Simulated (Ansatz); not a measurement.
**Ansatz (an electronic-structure program) run on ZnTe (R3m, 2 atoms in the cell): self-consistent single point**

Level of theory: PBE (plane waves, PAW; Ansatz).

This input was run:

Ansatz 0.2 input:
```yaml
crystal:
  lattice:
    - [0.000000, 3.040850, 3.040850]
    - [3.040850, 0.000000, 3.040850]
    - [3.040850, 3.040850, 0.000000]
  atoms:
    - { symbol: Zn, position: [0.004747, 0.004747, 0.004747] }
    - { symbol: Te, position: [0.250000, 0.250000, 0.250000] }
basis:
  ecutwfc: 420.0
kpoints:
  mp_grid:
    grid: [7, 7, 7]
hamiltonian:
  xc: pbe
  pseudopotentials:
    kind: paw
scf:
  occupations:
    method: fermi_dirac
    width: 0.05
output:
  forces: true
  eigenvalues: true
  stress: true
```

Log, with long lists cut:

```
WARN ansatz: RAYON_NUM_THREADS=1 ignored (pool sized by the plan → 1); use --threads N
Pseudopotentials: kind: paw
Pseudopotential: Zn, paw, valence charge 12
Pseudopotential: Te, paw, valence charge 16
Crystal: 2 atoms, lattice volume = 56.236 Å³
Basis set: ecut = 420 eV, 1067 PW (Γ), exchange–correlation on 60×60×60 points (8 copies of the dense FFT grid, shifted against one another)
Bands: 18, of which v1, the nominal top of the filled ones, is band 14 counted from 1 (13 counted from 0)
Symmetry: 6 space group operations
Space group: R3m (ITA 160), of the structure as read, at distance tolerance 3.8e-5 Å
k-points: 44 of 343 (time reversal used)
Initial density: superposition of atomic densities (neutral atoms: chi_scale 0, normalization atom), corrected by the library's trained network
Initial wavefunctions: pseudopotential atomic-orbital guess
Eigensolver: davidson
Functional: x = pbe(κ = 0.804, μ = 0.2195149727645171), c = pbe(β = 0.06672455060314922)
SCF iter   1: F=—  HF=-10299.897312 eV  |F-HF|=—  |Δ(HF+E_count)|=         —  Δρ=8.90e-4  dr2=7.15e-4  ethr=1.77e-3  ⟨swp⟩=5.9  Hψ=4374  notcnv=0
all-band conjugate gradients solve this SCF's bands
preconditioner: auto → none
SCF iter   2: F=—  HF=-10299.896614 eV  |F-HF|=—  |Δ(HF+E_count)|=   6.97e-4  Δρ=5.34e-4  dr2=1.32e-4  ethr=2.56e-6  ⟨swp⟩=2.0  Hψ=1760  notcnv=0
SCF iter   3: F=—  HF=-10299.896646 eV  |F-HF|=—  |Δ(HF+E_count)|=   3.20e-5  Δρ=3.26e-4  dr2=3.40e-5  ethr=4.70e-7  ⟨swp⟩=2.0  Hψ=1188  notcnv=0
SCF iter   4: F=—  HF=-10299.896638 eV  |F-HF|=—  |Δ(HF+E_count)|=   8.69e-6  Δρ=7.49e-5  dr2=2.79e-6  ethr=1.22e-7  ⟨swp⟩=2.0  Hψ=1143  notcnv=0
SCF iter   5: F=—  HF=-10299.896640 eV  |F-HF|=—  |Δ(HF+E_count)|=   2.34e-6  Δρ=3.38e-5  dr2=5.76e-7  ethr=9.95e-9  ⟨swp⟩=2.0  Hψ=1408  notcnv=0
SCF iter   6: F=—  HF=-10299.896641 eV  |F-HF|=—  |Δ(HF+E_count)|=   7.60e-7  Δρ=1.53e-5  dr2=1.18e-7  ethr=2.06e-9  ⟨swp⟩=2.0  Hψ=1176  notcnv=0
SCF iter   7: F=-10299.896641 eV  HF=-10299.896641 eV  |F-HF|=9.26e-10  |Δ(HF+E_count)|=   1.71e-7  Δρ=4.44e-6  dr2=1.11e-8  ethr=3.57e-10  ⟨swp⟩=6.0  Hψ=3363  notcnv=0
SCF 1 converged in 7 iterations: F = -10299.896641 eV  dr2 = 1.11e-8
SCF converged after 7 iterations
Free energy (F): -10299.896641 eV
Harris-Foulkes:  -10299.896641 eV  (|F-HF|=9.26e-10)
Internal energy: -10299.896641 eV  (E = F + TS)
E sigma→0 (E₀):  -10299.896641 eV
Entropy (-TS):   -0.000000 eV (-0.000 meV/atom)
Fermi energy:    7.823453 eV
--- Per-component energies (eV) ---
  E_band       = -267.668174
  E_kinetic    = 311.952837
  E_local      = -3306.185102  (includes V_loc(G=0)·N_el)
  E_nonlocal   = 303.362609
  E_hartree    = 1678.066323
  E_xc         = -261.503227
  E_vxc        = -156.133429  (∫ρ·V_xc dr)
  E_paw        = -6490.186889  (= ΣΔE_a)
  E_vpaw       = -776.801769  (= ΣTr[D̂ρ^β])
  E_aug_tail   = -0.000560  (compensation charges beyond the density's cutoff)
  E_ewald      = -2535.402632
  E_smearing   = -0.000000  (= −TS)
  E_closure    = 0.000000  (closes the sum)
  Σ components = -10299.896641   (vs F -10299.896641, Δ=0.00e0)
--- Forces (eV/Å), atoms counted from 1 ---
  atom   1  Zn    -0.16825109    -0.16825109    -0.16825109
  atom   2  Te     0.16825334     0.16825334     0.16825334
  max |Σ_I F_I| component: 2.26e-6 eV/Å
--- Stress (GPa, compression-positive) ---
        2.371931       0.516722       0.516722
        0.516722       2.371931       0.516722
        0.516722       0.516722       2.371931
  P = ⅓ Tr σ = 2.3719 GPa (23.719 kbar)
  The stress holds the Pulay correction. Without it, at fixed plane waves, as pw.x and ABINIT print it: P = 2.3215 GPa
--- Band table (eV; the first three rows and the last of 44) ---
  k-point 0: bands = ["-29.1130", "-29.1049", "-29.1049", "-29.0944", "-29.0944", "-4.7191", "0.1760", "0.2084", "0.2084", "0.4371", "0.4371", "7.0519", "7.1730", "7.1730", "8.4331", "11.5080", "11.5080", "11.6003"]
  k-point 1: bands = ["-29.1128", "-29.1048", "-29.1048", "-29.0944", "-29.0942", "-4.5801", "0.1892", "0.2192", "0.2231", "0.4355", "0.4364", "5.5386", "6.8517", "6.9675", "9.2886", "11.8056", "11.8176", "11.9469"]
  k-point 2: bands = ["-29.1125", "-29.1048", "-29.1045", "-29.0943", "-29.0938", "-4.2297", "0.2191", "0.2397", "0.3033", "0.4355", "0.4391", "3.5745", "6.4523", "6.5880", "9.1798", "12.1303", "12.3373", "13.5829"]
  k-point 43: bands = ["-29.1126", "-29.1036", "-29.1034", "-29.0946", "-29.0944", "-3.7505", "0.2776", "0.2889", "0.4266", "0.4368", "0.5894", "1.9623", "5.2268", "6.0271", "9.9193", "11.9527", "12.7905", "15.0835"]
```

The run converged in 7 iterations.

The starting cell has typed, rounded lattice constants, without a prior relaxation at this level. Its lattice was rescaled by up to half a per cent. One atom was moved a little off its site on purpose. Spin-orbit coupling is off. Ansatz's pressure includes its estimate of the finite-basis (Pulay) stress.
